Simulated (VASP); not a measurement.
**GaAs: relaxation of cell and atoms with PBE**

Crystal: GaAs.

```
Ga As
1.0
     0.00000    2.82685    2.82685
     2.82685    0.00000    2.82685
     2.82685    2.82685    0.00000
Ga As
1 1
Direct
  0.00000 0.00000 0.00000
  0.25000 0.25000 0.25000
```

```
Program                : VASP 6.6.1
Task                   : relaxation of cell and atoms
Functional             : PBE
Potentials or basis    : VASP PAW PBE potentials, release 64 (Ga_d, As)
Cutoff                 : 600 eV
k mesh                 : 10 × 10 × 10
Occupations            : gaussian, width 0.03 eV
Spin                   : no spin polarisation
Further INCAR settings : ALGO = Normal; EDIFF = 1e-06; IBRION = 2; EDIFFG = -0.01; NSW = 90; ISIF = 3
```

- Relaxed volume: 23.77 Å³/atom
- Relaxed cell: a = 4.066 Å, b = 4.066 Å, c = 4.066 Å, α = 60.00°, β = 60.00°, γ = 60.00°
- Space group after relaxing (to 0.05 Å): F-43m (No. 216)
- Energy gained by relaxing: 12.1 meV/atom
- Ionic steps: 3
- Pressure after relaxing: -0.1 GPa
- Band gap on the k mesh: 0.15 eV, direct

The path:
```csv
step,energy change (eV),largest force (eV/Å),pressure (GPa),volume (Å³)
1,0.0000,0.0000,3.45,45.18
2,-0.0210,0.0000,-1.02,48.43
3,-0.0241,0.0000,-0.06,47.53
```

Final structure:
```
Ga As
1.0
     0.00000    2.87512    2.87512
     2.87512    0.00000    2.87512
     2.87512    2.87512    0.00000
Ga As
1 1
Cartesian
  0.0000 0.0000 0.0000
  1.4376 1.4376 1.4376
```

Levels at points of the mesh, in eV from the valence-band top:
| k point | band 6 | band 7 | band 8 | band 9 | band 10 | band 11 | band 12 | band 13 |
| --- | --- | --- | --- | --- | --- | --- | --- | --- |
| (0.00, 0.00, 0.00) | -12.37 | 0.00 | 0.00 | 0.00 | 0.15 | 3.72 | 3.72 | 3.72 |
| (0.50, 0.00, 0.00) | -10.76 | -6.37 | -1.07 | -1.07 | 0.86 | 4.62 | 4.62 | 7.70 |
| (0.50, 0.50, 0.00) | -10.09 | -6.59 | -2.50 | -2.50 | 1.56 | 1.68 | 9.77 | 9.77 |

It took 23 s on 1 thread of Intel(R) Xeon(R) 6975P-C (Granite Rapids), on a shared host, peak memory 0.2 GiB.

PBE gaps usually lie below the measured ones, often by a third to a half. Zero-point motion and thermal expansion aren't in these numbers.
